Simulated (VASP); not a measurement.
# Bi, equation of state: which settings are enough?

Bi, R-3m (no. 166), 2 atoms in the cell. RSCAN; PAW potentials Bi (PBE set). VASP 6.6.1.

Wanted: equilibrium volume within 0.5 %; bulk modulus within 2.5 %.

What the run is for: choice of potentials; Accuracy asked: standard; Volumes (times the given one): 0.91, 0.94, 0.97, 1, 1.03, 1.06, 1.09.

## Potentials and cutoff

| Potentials and cutoff | Equilibrium volume (Å³/atom) | Bulk modulus (GPa) | Time (s) |
|---|---|---|---|
| Bi_d_GW, ENCUT 450 | 36.25 | 45.95 | 998 |
| Bi_d, ENCUT 450 | 36.24 | 45.98 | 704 |
| Bi, ENCUT 450 | 36.18 | 46.54 | 340 |

## Question

For each series: keep the first row unless others stay within the tolerance and take at least 30 % less time, and then take the fastest.

## Answer

- Potentials and cutoff: Bi, ENCUT 450

## All choices together

| Input | Equilibrium volume (Å³/atom) | Bulk modulus (GPa) | Time (s) |
|---|---|---|---|
| chosen settings | 36.18 | 46.54 | 340 |
| reference settings throughout | 36.25 | 45.95 | 998 |

The tolerance is met.

## The input

INCAR:
```
METAGGA = RSCAN
ISMEAR = 1
SIGMA = 0.1
LWAVE = False
LCHARG = False
ISIF = 2
NSW = 0
ENCUT = 450
PREC = Accurate
LASPH = True
LREAL = False
ALGO = Normal
EDIFF = 1E-7
NELM = 120
GGA_COMPAT = False
LMIXTAU = True
KPAR = 2
```

KPOINTS:
```
k-points
0
Gamma
  9 9 9
```

POSCAR.step1:
```
Bi
1.0
    2.1973256557      1.2686265588      3.8161272027
   -2.1973256557      1.2686265588      3.8161272027
    0.0000000000     -2.5372531176      3.8161272027
Bi
2
Direct
    0.7660000000      0.7660000000      0.7660000000
    0.2340000000      0.2340000000      0.2340000000
```

POSCAR.step2:
```
Bi
1.0
    2.2212115015      1.2824170583      3.8576100961
   -2.2212115015      1.2824170583      3.8576100961
    0.0000000000     -2.5648341167      3.8576100961
Bi
2
Direct
    0.7660000000      0.7660000000      0.7660000000
    0.2340000000      0.2340000000      0.2340000000
```

POSCAR.step3:
```
Bi
1.0
    2.2445943935      1.2959171773      3.8982195024
   -2.2445943935      1.2959171773      3.8982195024
    0.0000000000     -2.5918343547      3.8982195024
Bi
2
Direct
    0.7660000000      0.7660000000      0.7660000000
    0.2340000000      0.2340000000      0.2340000000
```

POSCAR.step4:
```
Bi
1.0
    2.2675000000      1.3091417354      3.9380000000
   -2.2675000000      1.3091417354      3.9380000000
    0.0000000000     -2.6182834708      3.9380000000
Bi
2
Direct
    0.7660000000      0.7660000000      0.7660000000
    0.2340000000      0.2340000000      0.2340000000
```

POSCAR.step5:
```
Bi
1.0
    2.2899519552      1.3221043778      3.9769926349
   -2.2899519552      1.3221043778      3.9769926349
    0.0000000000     -2.6442087556      3.9769926349
Bi
2
Direct
    0.7660000000      0.7660000000      0.7660000000
    0.2340000000      0.2340000000      0.2340000000
```

POSCAR.step6:
```
Bi
1.0
    2.3119720748      1.3348176998      4.0152352947
   -2.3119720748      1.3348176998      4.0152352947
    0.0000000000     -2.6696353996      4.0152352947
Bi
2
Direct
    0.7660000000      0.7660000000      0.7660000000
    0.2340000000      0.2340000000      0.2340000000
```

POSCAR.step7:
```
Bi
1.0
    2.3335805430      1.3472933547      4.0527630334
   -2.3335805430      1.3472933547      4.0527630334
    0.0000000000     -2.6945867093      4.0527630334
Bi
2
Direct
    0.7660000000      0.7660000000      0.7660000000
    0.2340000000      0.2340000000      0.2340000000
```

Commands (each step's output is kept before the next begins):
```
cat potpaw_PBE.64/Bi/POTCAR > POTCAR
cp POSCAR.step1 POSCAR
mpirun -np 2 vasp_std > vasp.out
cp POSCAR.step2 POSCAR
mpirun -np 2 vasp_std > vasp.out
cp POSCAR.step3 POSCAR
mpirun -np 2 vasp_std > vasp.out
cp POSCAR.step4 POSCAR
mpirun -np 2 vasp_std > vasp.out
cp POSCAR.step5 POSCAR
mpirun -np 2 vasp_std > vasp.out
cp POSCAR.step6 POSCAR
mpirun -np 2 vasp_std > vasp.out
cp POSCAR.step7 POSCAR
mpirun -np 2 vasp_std > vasp.out
```

Limits: Total energies under different potentials can't be compared; the cell and the gap can; every volume keeps the cell's shape and the atoms' fractional positions, so the modulus is that of a clamped cell, stiffer than the relaxed one, above all in layered crystals.

The chosen input took VASP 6.6.1 340 s on 2 cores (Intel Xeon 6975P-C (Granite Rapids)), a shared host.
